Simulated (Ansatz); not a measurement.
# CuO: equation of state with PBE

Crystal: CuO.

```
Cu O
1.0
     3.17550    0.00000    0.00000
     0.00000    3.17550    0.00000
     0.00000    0.00000    4.64953
Cu O
2 2
Direct
  0.00000 0.00000 0.00000
  0.50000 0.50000 0.00000
  0.50000 0.00000 0.26700
  0.00000 0.50000 0.73300
```

The cell was built by a generator and needn't be a form met in nature.

```json
{"Program": "Ansatz 0.2.0", "Task": "equation of state", "Functional": "PBE", "Potentials or basis": "Ansatz PAW", "Cutoff": "420 eV", "Density cutoff": "1680 eV", "k mesh": "8 × 8 × 6", "Occupations": "fermi-dirac, width 0.05 eV", "Spin": "no spin polarisation"}
```

| Property | Result |
| --- | --- |
| Equilibrium volume | 13.18 Å³/atom (rough: see the caveat) |
| Bulk modulus at fixed shape and positions | 108 GPa (rough) |

Energy against volume, from the lowest point:
```tsv
volume (Å³/atom)	energy (meV/atom)
11.018	152.23
11.252	112.41
11.487	79.18
11.721	51.92
11.956	29.91
12.190	12.84
12.424	0.00
```

All runs of the series together: 42 s on 2 threads of AMD EPYC (Zen 3), with other jobs on the host.

Caveat: the minimum lies outside the volumes run; the cell was scaled at fixed shape and fractional positions, which overstates the stiffness of a crystal with free parameters, most of all of layers and chains; the run has no spin polarisation, though such a crystal can be magnetic.
